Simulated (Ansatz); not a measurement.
Relaxed bulk AlNi, space group Pm-3m (No. 221):

Space group Pm-3m (No. 221). a = 2.862 Å, b = 2.862 Å, c = 2.862 Å, α = 90.00°, β = 90.00°, γ = 90.00°
```
atom site symmetry x y z
  Al    1a m-3m  0.0000  0.0000  0.0000
  Ni    1b m-3m  0.5000  0.5000  0.5000
```

Level of theory: DFT PBEsol, scalar-relativistic, plane waves, PAW (Ansatz 0.2.0). Cutoff 420 eV, k spacing 0.19 to 0.25 Å⁻¹, dipole correction; no spin polarisation.

Slabs with different planes and terminations (top/bottom plane) are cut from it in 1×1 cells and relaxed. Each holds whole formula units counted by Al and an excess Δn of Ni (negative: a deficit); ΔE is its energy over those formula units in the bulk and the excess in the standard state of Ni. The formation energy of AlNi is -1.340 eV a formula unit (uncorrected), so Δμ(Ni) runs from -1.340 eV to 0 if no other compound intervenes.

| slab | A (Å²) | Δn(Ni) | ΔE (eV) |
| --- | --- | --- | --- |
| (100) Al/Al, Al4Ni3 | 8.19 | -1.00 | 2.902 |
| (100) Al/Ni, Al4Ni4 | 8.19 | 0 | 2.672 |
| (111) Ni/Ni, Al7Ni8 | 14.19 | +1.00 | 3.871 |

(1) Work out each slab's surface energy at the Ni-rich and Ni-poor ends.

(2) Does the lowest surface change with the conditions?

Only the planes named were cut, so another facet can lie lower still. Reconstructions in larger cells weren't sought.

Spin polarisation was left out, and a magnetic state may lie lower.

Results:

(1) γ = [ΔE − Δn·Δμ(Ni)]/(2A) × 16.02 J/m² per eV/Å², the mean of both faces:

```csv
slab,Ni-rich (J/m²),Ni-poor (J/m²)
"(100) Al/Al, Al4Ni3",2.84,1.53
"(100) Al/Ni, Al4Ni4",2.61,2.61
"(111) Ni/Ni, Al7Ni8",2.19,2.94
```

(2) Yes: among these slabs (111) Ni/Ni, Al7Ni8 is lowest at the Ni-rich end and (100) Al/Al, Al4Ni3 at the Ni-poor end. Their lines cross where (ΔE − Δn·Δμ)/A is equal, at Δμ(Ni) = -0.42 eV, with γ = 2.42 J/m².